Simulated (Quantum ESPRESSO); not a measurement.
The system is MnS.

```
Mn S
1.0
     0.00000    2.60450    2.60450
     2.60450    0.00000    2.60450
     2.60450    2.60450    0.00000
Mn S
1 1
Direct
  0.00000 0.00000 0.00000
  0.50000 0.50000 0.50000
```

* Program: Quantum ESPRESSO 7.5
* Task: Hubbard U by linear response
* Functional: PBE
* Potentials or basis: JTH 2.0 PBE
* Cutoff: 490 eV
* Density cutoff: 2939 eV
* k mesh: 8 × 8 × 8
* Occupations: cold, width 0.136 eV
* Spin: collinear spin, ferromagnetic start
* Starting moments: [4.0, 0.0] μB
* Hubbard terms: Mn d U = 1 eV
* Start of the occupations: default
* Hubbard projectors: ortho-atomic
* Mixing beta: 0.3
* Most SCF iterations: 120
* SCF threshold: 4e-10 Ry
* q mesh: 2 × 2 × 2

Question: What Hubbard parameters does linear response give?

Answer: U = 3.60 eV on Mn 3d. The values belong to these projectors, potentials and this ground state, and don't carry over to other codes.

Hubbard U from linear response:
| site | manifold | U (eV) |
| --- | --- | --- |
| 1 | Mn-3d | 3.60 |
On the first site the bare response is -0.218 and the screened one -0.122 eV⁻¹.

Eigenvalues of the final occupation matrices:
```tsv
site	spin	trace	eigenvalues
Mn 1 3d	1	4.86	0.97 0.97 0.98 0.98 0.98
Mn 1 3d	2	0.47	0.05 0.05 0.05 0.15 0.15
```

Caveat: the cutoff lies well under what these potentials need, so the values aren't converged; a cell with one magnetic atom can't hold antiferromagnetic order, which such compounds often take.
